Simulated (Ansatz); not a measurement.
**As: which structure wins at one pressure**

Which of fcc, bcc, hcp, beta tin, omega, sc has the lowest enthalpy for As at one common pressure? Methods of the runs shown: LAPW. Companion runs by PAW are cited.

Method: DFT, PBE, all-electron LAPW, scalar-relativistic, in Ansatz 0.2.0.

### Step 1. Starting point

It takes space group Fm-3m (No. 225, cubic). The conventional cell has a = 3.413 Å, b = 3.413 Å, c = 3.413 Å, α = 90.00°, β = 90.00°, γ = 90.00°. As (site symmetry m-3m) is surrounded by 12 As at 2.41 Å.

As a file:

```cif
data_structure
_symmetry_space_group_name_H-M 'P 1'
_symmetry_Int_Tables_number 1
_cell_length_a 2.4131
_cell_length_b 2.4131
_cell_length_c 2.4131
_cell_angle_alpha 60.000
_cell_angle_beta 60.000
_cell_angle_gamma 60.000
_cell_volume 9.94
loop_
_atom_site_label
_atom_site_type_symbol
_atom_site_fract_x
_atom_site_fract_y
_atom_site_fract_z
_atom_site_occupancy
As1 As 0.00000 0.00000 0.00000 1
```

### Step 2. Fcc relaxed under pressure, LAPW

File input.yaml:

```yaml
crystal:
  lattice:
    - [0.0, 1.7063288433, 1.7063288433]
    - [1.7063288433, 0.0, 1.7063288433]
    - [1.7063288433, 1.7063288433, 0.0]
  atoms:
    - { symbol: As, position: [0.0, 0.0, 0.0] }
kpoints:
  mp_grid: { grid: [19, 19, 19] }
scf:
  occupations: { method: fermi_dirac, width: 0.08 }
hamiltonian:
  xc: pbe
  pseudopotentials: { kind: all_electron, lapw: { basis_error: 0.0005 } }
output:
  forces: true
  stress: true
  eigenvalues: true
relax:
  f_tol: 0.005
  max_steps: 12
  cell: { p_target: 220.0, stress_tol: 0.11 }
```

Started as:

```console
ansatz run input.yaml --threads 1 --pin off --max-ram 3584MiB --backend cpu --events-out ev --progress --plain --runs-dir out
```

The runs that follow: Bcc relaxed under pressure, LAPW; Hcp relaxed under pressure, LAPW; Beta tin relaxed under pressure, LAPW; Omega relaxed under pressure, LAPW; Sc relaxed under pressure, LAPW.

What does the calculation give? Wanted: pressure; lowest (for each run or level that gives them).

The runs gave:

| quantity | value |
| --- | --- |
| pressure | 220 GPa |
| lowest (LAPW) | bcc, 119.0 meV/atom under omega |
| lowest (PAW) | bcc, 119.4 meV/atom under omega |

**Reading.** By LAPW the order is bcc < omega < hcp < fcc < beta tin < sc. By PAW the order is bcc < omega < hcp < fcc < beta tin < sc. The methods agree on the lowest phase. Only these structures were tried, with electrons smeared by 0.08 eV and without vibrations, so the true ground state may be another. The k meshes differ between phases and weren't tested, which can move differences by some meV.
